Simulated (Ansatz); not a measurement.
# Response of Pd to small distortions

```
CELL_PARAMETERS angstrom
0.00000 1.94490 1.94490
1.94490 0.00000 1.94490
1.94490 1.94490 0.00000
ATOMIC_POSITIONS crystal
Pd 0.00000 0.00000 0.00000
```

The cell comes from COD entry 9008478, which wasn't checked; take it as a given geometry.

Spin polarisation is left out, and whether a magnetic state lies lower isn't shown here.

Level of theory: DFT, PBE, all-electron LAPW, scalar-relativistic (Ansatz 0.2.0).

Numerical set-up: a Γ-centred 18×18×18 k mesh, Fermi–Dirac smearing of 0.05 eV, basis error target 0.25 meV/atom, no spin polarisation.

The unchanged cell is at 7.51 GPa.

In a metal, stresses and small energies carry noise from the k mesh.

x, y and z are the Cartesian axes of the cell as listed; fractional coordinates follow a strain, and an engineering shear is twice the off-diagonal strain component.

Q: One change gave: energy change +1 meV/atom; stress change (xx, yy, zz, yz, xz, xy) 0.06, 0.06, 0.06, -0.79, -0.79, -0.79 GPa, compression positive. Which change was it?
A. equal xy, yz and zx engineering shear strains of +1 %
B. equal xy, yz and zx engineering shear strains of +2 %
C. equal xy, yz and zx engineering shear strains of -3 %
D. equal xy, yz and zx engineering shear strains of -2 %
E. equal xy, yz and zx engineering shear strains of +3 %
F. equal xy, yz and zx engineering shear strains of -1 %

A: A. For equal xy, yz and zx engineering shear strains of -3 %: energy change +10 meV/atom; stress change (xx, yy, zz, yz, xz, xy) 0.55, 0.55, 0.55, 2.37, 2.37, 2.37 GPa, compression positive. For equal xy, yz and zx engineering shear strains of -1 %: energy change +1 meV/atom; stress change (xx, yy, zz, yz, xz, xy) 0.06, 0.06, 0.06, 0.78, 0.78, 0.78 GPa, compression positive. For equal xy, yz and zx engineering shear strains of +2 %: energy change +5 meV/atom; stress change (xx, yy, zz, yz, xz, xy) 0.24, 0.24, 0.24, -1.60, -1.60, -1.60 GPa, compression positive. For equal xy, yz and zx engineering shear strains of -2 %: energy change +5 meV/atom; stress change (xx, yy, zz, yz, xz, xy) 0.24, 0.24, 0.24, 1.57, 1.57, 1.57 GPa, compression positive. For equal xy, yz and zx engineering shear strains of +3 %: energy change +10 meV/atom; stress change (xx, yy, zz, yz, xz, xy) 0.55, 0.55, 0.55, -2.46, -2.46, -2.46 GPa, compression positive.
